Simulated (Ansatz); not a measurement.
Born–Oppenheimer molecular dynamics of a periodic cell of 16 atoms, WC (start crystal WC, start structure P-6m2, volume 1.15 times the crystal's). It starts from a structure without forces on its atoms.

These are results of DFT PBE, scalar-relativistic, plane waves, PAW (Ansatz 0.2.0), not measurements. Settings: PAW set soft_1, cutoff 420 eV, k mesh 2x2x2, fermi-dirac smearing 0.36 eV, no spin polarisation.

- ensemble: NVT, Langevin thermostat
- time step: 0.75 fs
- steps asked: 180
- set temperature: 4200 K
- friction: 0.02 /fs
- seed: 575096

Frames 0.75 fs apart, positions in Å, forces in eV/Å.

Velocities at 67.5 fs (Å/ps):

```
W -4.89 -2.20 -2.85
C -12.94 -12.44 -9.48
W -8.87 0.90 0.67
C -24.62 30.61 13.48
W -4.69 1.17 -6.28
C -8.50 0.29 -19.25
W 0.36 0.50 -2.92
C 15.38 11.81 19.66
W 1.83 -1.57 3.29
C -4.84 13.42 11.36
W -5.79 3.15 4.84
C -16.14 -23.59 10.61
W -2.18 2.89 -3.82
C 3.17 -7.62 2.15
W -8.03 -1.55 -2.58
C -14.46 1.08 9.83
```

```xyz
16
Lattice="-3.0021 -5.1998 0.0000 4.5031 -2.5999 0.0000 0.0000 0.0000 5.8900" Properties=species:S:1:pos:R:3:forces:R:3 time_fs=67.5 energy_less_start_eV=7.604 T=3219
W -0.338 -5.146 0.036 3.35 -3.10 -0.37
C 1.048 -4.685 1.482 3.83 2.12 -0.53
W -0.062 -5.439 3.060 -2.14 3.28 -0.80
C 1.394 -4.351 4.354 0.10 -0.57 1.54
W -1.562 -2.742 -0.240 -1.35 1.65 4.81
C -0.088 -2.440 1.652 -0.20 3.19 -0.89
W -1.572 -2.797 3.075 -1.22 2.89 -3.87
C -0.204 -1.529 4.500 0.98 -2.30 -0.23
W 1.237 -2.622 -0.030 1.45 -1.03 0.82
C 2.627 -1.695 1.661 2.40 -1.45 -3.20
W 1.565 -2.745 2.958 -4.12 -0.83 0.50
C 2.874 -1.804 4.535 0.12 0.33 -0.03
W 0.042 0.076 -0.058 -3.84 -0.65 0.59
C -1.641 -4.300 1.676 -0.36 -2.32 -2.39
W -0.149 -0.062 2.825 0.59 -1.03 1.54
C -1.666 -4.468 4.220 0.42 -0.17 2.51
16
Lattice="-3.0021 -5.1998 0.0000 4.5031 -2.5999 0.0000 0.0000 0.0000 5.8900" Properties=species:S:1:pos:R:3:forces:R:3 time_fs=68.2 energy_less_start_eV=7.667 T=3240
W -0.342 -5.148 0.034 3.36 -3.08 -0.39
C 1.039 -4.693 1.475 3.90 2.17 -0.42
W -0.069 -5.437 3.061 -2.09 3.33 -0.64
C 1.376 -4.330 4.364 0.27 -0.87 1.47
W -1.566 -2.741 -0.245 -1.33 1.70 4.85
C -0.094 -2.439 1.637 -0.23 3.17 -0.69
W -1.572 -2.796 3.073 -1.26 2.84 -3.81
C -0.191 -1.520 4.514 0.79 -2.48 -0.42
W 1.239 -2.623 -0.027 1.36 -1.04 0.83
C 2.623 -1.686 1.671 2.37 -1.62 -3.32
W 1.561 -2.743 2.961 -4.20 -0.81 0.41
C 2.863 -1.822 4.542 0.20 0.63 -0.18
W 0.041 0.079 -0.060 -3.90 -0.64 0.74
C -1.640 -4.306 1.679 -0.39 -2.24 -2.31
W -0.155 -0.063 2.823 0.65 -0.98 1.60
C -1.677 -4.467 4.230 0.50 -0.09 2.26
16
Lattice="-3.0021 -5.1998 0.0000 4.5031 -2.5999 0.0000 0.0000 0.0000 5.8900" Properties=species:S:1:pos:R:3:forces:R:3 time_fs=69.0 energy_less_start_eV=7.746 T=3451
W -0.346 -5.150 0.032 3.38 -3.06 -0.40
C 1.030 -4.699 1.467 3.97 2.22 -0.30
W -0.077 -5.436 3.061 -2.02 3.38 -0.47
C 1.356 -4.313 4.372 0.44 -1.14 1.40
W -1.571 -2.740 -0.250 -1.29 1.78 4.89
C -0.099 -2.436 1.622 -0.28 3.15 -0.49
W -1.571 -2.795 3.070 -1.30 2.78 -3.77
C -0.176 -1.512 4.524 0.59 -2.68 -0.58
W 1.241 -2.624 -0.024 1.27 -1.05 0.82
C 2.620 -1.677 1.681 2.34 -1.80 -3.45
W 1.556 -2.741 2.964 -4.28 -0.79 0.35
C 2.855 -1.843 4.550 0.27 0.93 -0.33
W 0.039 0.081 -0.062 -3.96 -0.64 0.90
C -1.641 -4.314 1.681 -0.41 -2.12 -2.23
W -0.160 -0.064 2.821 0.71 -0.92 1.67
C -1.688 -4.463 4.242 0.58 -0.05 1.99
16
Lattice="-3.0021 -5.1998 0.0000 4.5031 -2.5999 0.0000 0.0000 0.0000 5.8900" Properties=species:S:1:pos:R:3:forces:R:3 time_fs=69.8 energy_less_start_eV=7.840 T=3496
W -0.350 -5.151 0.029 3.40 -3.05 -0.41
C 1.019 -4.705 1.458 4.03 2.27 -0.16
W -0.085 -5.436 3.062 -1.94 3.45 -0.34
C 1.336 -4.298 4.380 0.59 -1.36 1.33
W -1.575 -2.740 -0.255 -1.24 1.87 4.94
C -0.106 -2.429 1.608 -0.28 3.13 -0.33
W -1.570 -2.794 3.068 -1.34 2.69 -3.75
C -0.162 -1.505 4.533 0.40 -2.86 -0.72
W 1.244 -2.626 -0.021 1.14 -1.06 0.83
C 2.617 -1.666 1.690 2.28 -2.02 -3.56
W 1.552 -2.740 2.966 -4.34 -0.76 0.30
C 2.846 -1.866 4.560 0.35 1.25 -0.51
W 0.038 0.083 -0.064 -4.02 -0.65 1.05
C -1.642 -4.323 1.683 -0.43 -1.99 -2.13
W -0.166 -0.066 2.820 0.77 -0.86 1.73
C -1.698 -4.458 4.253 0.64 -0.04 1.73
16
Lattice="-3.0021 -5.1998 0.0000 4.5031 -2.5999 0.0000 0.0000 0.0000 5.8900" Properties=species:S:1:pos:R:3:forces:R:3 time_fs=70.5 energy_less_start_eV=7.936 T=3116
W -0.355 -5.151 0.026 3.42 -3.06 -0.39
C 1.012 -4.711 1.448 4.07 2.32 0.00
W -0.092 -5.435 3.063 -1.84 3.51 -0.23
C 1.315 -4.286 4.390 0.72 -1.53 1.21
W -1.579 -2.739 -0.259 -1.20 1.94 4.98
C -0.115 -2.421 1.594 -0.26 3.10 -0.17
W -1.569 -2.792 3.065 -1.39 2.57 -3.71
C -0.148 -1.498 4.542 0.23 -3.03 -0.86
W 1.246 -2.627 -0.018 1.00 -1.08 0.85
C 2.617 -1.655 1.696 2.18 -2.26 -3.61
W 1.547 -2.739 2.967 -4.37 -0.71 0.24
C 2.837 -1.889 4.573 0.45 1.55 -0.71
W 0.036 0.086 -0.066 -4.09 -0.66 1.20
C -1.646 -4.330 1.685 -0.42 -1.88 -2.05
W -0.171 -0.068 2.819 0.82 -0.81 1.78
C -1.705 -4.457 4.261 0.69 0.02 1.48
16
Lattice="-3.0021 -5.1998 0.0000 4.5031 -2.5999 0.0000 0.0000 0.0000 5.8900" Properties=species:S:1:pos:R:3:forces:R:3 time_fs=71.2 energy_less_start_eV=8.028 T=2962
W -0.358 -5.151 0.022 3.44 -3.06 -0.35
C 1.011 -4.719 1.437 4.05 2.36 0.17
W -0.100 -5.434 3.063 -1.72 3.57 -0.19
C 1.297 -4.275 4.401 0.81 -1.67 1.07
W -1.584 -2.739 -0.264 -1.16 2.00 5.02
C -0.122 -2.413 1.580 -0.24 3.07 0.01
W -1.567 -2.789 3.062 -1.43 2.44 -3.69
C -0.135 -1.488 4.550 0.07 -3.25 -1.01
W 1.249 -2.629 -0.015 0.86 -1.09 0.87
C 2.619 -1.646 1.699 2.07 -2.47 -3.62
W 1.544 -2.738 2.969 -4.39 -0.67 0.20
C 2.828 -1.911 4.586 0.54 1.83 -0.92
W 0.035 0.089 -0.067 -4.16 -0.65 1.37
C -1.653 -4.336 1.685 -0.36 -1.78 -1.97
W -0.176 -0.071 2.818 0.86 -0.76 1.81
C -1.712 -4.458 4.269 0.74 0.13 1.24
16
Lattice="-3.0021 -5.1998 0.0000 4.5031 -2.5999 0.0000 0.0000 0.0000 5.8900" Properties=species:S:1:pos:R:3:forces:R:3 time_fs=72.0 energy_less_start_eV=8.093 T=3257
W -0.362 -5.152 0.018 3.48 -3.04 -0.27
C 1.016 -4.725 1.423 3.96 2.37 0.34
W -0.107 -5.433 3.064 -1.56 3.60 -0.23
C 1.281 -4.264 4.410 0.88 -1.82 0.92
W -1.589 -2.738 -0.268 -1.11 2.06 5.07
C -0.129 -2.403 1.567 -0.23 3.03 0.17
W -1.565 -2.788 3.060 -1.47 2.31 -3.70
C -0.123 -1.477 4.559 -0.08 -3.50 -1.16
W 1.252 -2.632 -0.012 0.72 -1.09 0.90
C 2.620 -1.639 1.698 1.98 -2.62 -3.57
W 1.541 -2.737 2.970 -4.38 -0.61 0.13
C 2.823 -1.934 4.595 0.60 2.11 -1.11
W 0.032 0.092 -0.069 -4.20 -0.62 1.56
C -1.658 -4.343 1.684 -0.30 -1.68 -1.89
W -0.181 -0.073 2.818 0.91 -0.69 1.82
C -1.719 -4.459 4.274 0.81 0.21 1.02
16
Lattice="-3.0021 -5.1998 0.0000 4.5031 -2.5999 0.0000 0.0000 0.0000 5.8900" Properties=species:S:1:pos:R:3:forces:R:3 time_fs=72.8 energy_less_start_eV=8.115 T=3371
W -0.365 -5.153 0.014 3.56 -3.00 -0.15
C 1.028 -4.727 1.411 3.77 2.35 0.46
W -0.116 -5.431 3.063 -1.40 3.58 -0.32
C 1.264 -4.255 4.418 0.93 -1.94 0.78
W -1.594 -2.737 -0.272 -1.08 2.12 5.13
C -0.137 -2.392 1.553 -0.21 2.98 0.32
W -1.563 -2.786 3.058 -1.51 2.19 -3.74
C -0.113 -1.468 4.566 -0.20 -3.72 -1.29
W 1.255 -2.635 -0.009 0.59 -1.09 0.92
C 2.621 -1.631 1.692 1.88 -2.75 -3.46
W 1.537 -2.737 2.971 -4.34 -0.54 0.03
C 2.818 -1.957 4.602 0.64 2.36 -1.29
W 0.029 0.095 -0.071 -4.25 -0.63 1.75
C -1.663 -4.350 1.682 -0.23 -1.56 -1.79
W -0.186 -0.076 2.817 0.94 -0.63 1.83
C -1.729 -4.460 4.280 0.91 0.30 0.81
16
Lattice="-3.0021 -5.1998 0.0000 4.5031 -2.5999 0.0000 0.0000 0.0000 5.8900" Properties=species:S:1:pos:R:3:forces:R:3 time_fs=73.5 energy_less_start_eV=8.109 T=3344
W -0.369 -5.154 0.010 3.68 -2.95 0.00
C 1.043 -4.726 1.399 3.54 2.30 0.56
W -0.124 -5.430 3.063 -1.24 3.55 -0.45
C 1.248 -4.248 4.424 0.96 -2.03 0.66
W -1.597 -2.736 -0.277 -1.07 2.17 5.20
C -0.145 -2.379 1.538 -0.20 2.93 0.49
W -1.561 -2.784 3.055 -1.55 2.05 -3.80
C -0.104 -1.460 4.571 -0.30 -3.89 -1.41
W 1.256 -2.637 -0.005 0.48 -1.11 0.93
C 2.623 -1.625 1.684 1.79 -2.83 -3.30
W 1.534 -2.736 2.973 -4.30 -0.47 -0.07
C 2.812 -1.979 4.610 0.69 2.59 -1.48
W 0.027 0.099 -0.073 -4.33 -0.67 1.92
C -1.669 -4.359 1.679 -0.14 -1.44 -1.68
W -0.192 -0.079 2.816 0.98 -0.57 1.83
C -1.738 -4.462 4.285 1.01 0.38 0.59
16
Lattice="-3.0021 -5.1998 0.0000 4.5031 -2.5999 0.0000 0.0000 0.0000 5.8900" Properties=species:S:1:pos:R:3:forces:R:3 time_fs=74.2 energy_less_start_eV=8.101 T=3262
W -0.373 -5.155 0.006 3.82 -2.90 0.16
C 1.060 -4.720 1.386 3.27 2.22 0.65
W -0.132 -5.428 3.062 -1.09 3.51 -0.61
C 1.234 -4.242 4.427 0.99 -2.12 0.57
W -1.601 -2.736 -0.282 -1.07 2.25 5.26
C -0.153 -2.366 1.520 -0.20 2.89 0.69
W -1.560 -2.782 3.051 -1.58 1.93 -3.87
C -0.099 -1.453 4.575 -0.37 -4.06 -1.52
W 1.258 -2.640 -0.002 0.37 -1.16 0.95
C 2.626 -1.623 1.676 1.73 -2.85 -3.14
W 1.532 -2.736 2.974 -4.28 -0.40 -0.19
C 2.805 -1.998 4.623 0.77 2.80 -1.72
W 0.024 0.101 -0.075 -4.40 -0.70 2.09
C -1.676 -4.368 1.675 -0.05 -1.33 -1.56
W -0.198 -0.083 2.815 1.03 -0.50 1.82
C -1.745 -4.460 4.290 1.08 0.40 0.40
16
Lattice="-3.0021 -5.1998 0.0000 4.5031 -2.5999 0.0000 0.0000 0.0000 5.8900" Properties=species:S:1:pos:R:3:forces:R:3 time_fs=75.0 energy_less_start_eV=8.075 T=3210
W -0.377 -5.156 0.002 3.96 -2.87 0.29
C 1.074 -4.711 1.375 3.04 2.14 0.72
W -0.141 -5.427 3.062 -0.93 3.45 -0.78
C 1.219 -4.237 4.429 1.01 -2.19 0.48
W -1.604 -2.736 -0.286 -1.08 2.34 5.32
C -0.163 -2.351 1.502 -0.19 2.85 0.88
W -1.560 -2.780 3.047 -1.61 1.83 -3.94
C -0.095 -1.446 4.579 -0.43 -4.19 -1.64
W 1.259 -2.643 0.001 0.25 -1.21 1.00
C 2.631 -1.624 1.667 1.66 -2.81 -2.94
W 1.529 -2.736 2.976 -4.27 -0.34 -0.29
C 2.797 -2.014 4.637 0.85 2.97 -1.96
W 0.022 0.104 -0.077 -4.47 -0.73 2.24
C -1.681 -4.377 1.668 0.01 -1.20 -1.41
W -0.203 -0.086 2.815 1.09 -0.41 1.78
C -1.750 -4.456 4.292 1.11 0.36 0.26
16
Lattice="-3.0021 -5.1998 0.0000 4.5031 -2.5999 0.0000 0.0000 0.0000 5.8900" Properties=species:S:1:pos:R:3:forces:R:3 time_fs=75.8 energy_less_start_eV=8.026 T=3296
W -0.381 -5.157 -0.001 4.10 -2.86 0.38
C 1.084 -4.700 1.365 2.86 2.07 0.79
W -0.151 -5.425 3.061 -0.78 3.38 -0.94
C 1.206 -4.233 4.433 1.02 -2.22 0.35
W -1.606 -2.737 -0.290 -1.11 2.44 5.37
C -0.172 -2.336 1.487 -0.15 2.81 1.03
W -1.559 -2.778 3.044 -1.64 1.73 -4.02
C -0.091 -1.444 4.583 -0.48 -4.27 -1.75
W 1.260 -2.647 0.003 0.14 -1.23 1.07
C 2.638 -1.624 1.656 1.57 -2.79 -2.72
W 1.527 -2.735 2.977 -4.22 -0.29 -0.38
C 2.792 -2.026 4.649 0.89 3.08 -2.19
W 0.019 0.106 -0.079 -4.53 -0.77 2.37
C -1.685 -4.387 1.661 0.04 -1.06 -1.24
W -0.209 -0.090 2.815 1.16 -0.32 1.74
C -1.755 -4.450 4.294 1.13 0.30 0.14
```

Of the whole run (135 fs, mean temperature of the second half 3401 K): The mean temperature of the second half is 19 % below the set value. A run of 0.14 ps of so small a system gives no equilibrium averages. Limits of this set-up: coarse k mesh.

The run took 19 min on 1 thread of Arm Neoverse V1, with other jobs on the host, peak memory 0.55 GiB.
